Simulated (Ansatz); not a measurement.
ZnSe, CdSe, HgSe: one prototype (zincblende), with Zn, Cd, Hg on the same site. Each was relaxed with r2SCAN in the PAW code Ansatz, and the gaps are read on those cells (d direct, i indirect). Non-magnetic throughout; all numbers are computed.

**Question.** Order them by the r2SCAN gap, smallest first (an overlap counts as negative).
A. CdSe
B. ZnSe
C. HgSe

**Answer.** C (0.00 eV), A (1.04 eV), B (1.87 eV).

**Question.** And by the lattice length a, shortest first.
A. ZnSe
B. CdSe
C. HgSe

**Answer.** A (5.665 Å), B (6.136 Å), C (6.185 Å).
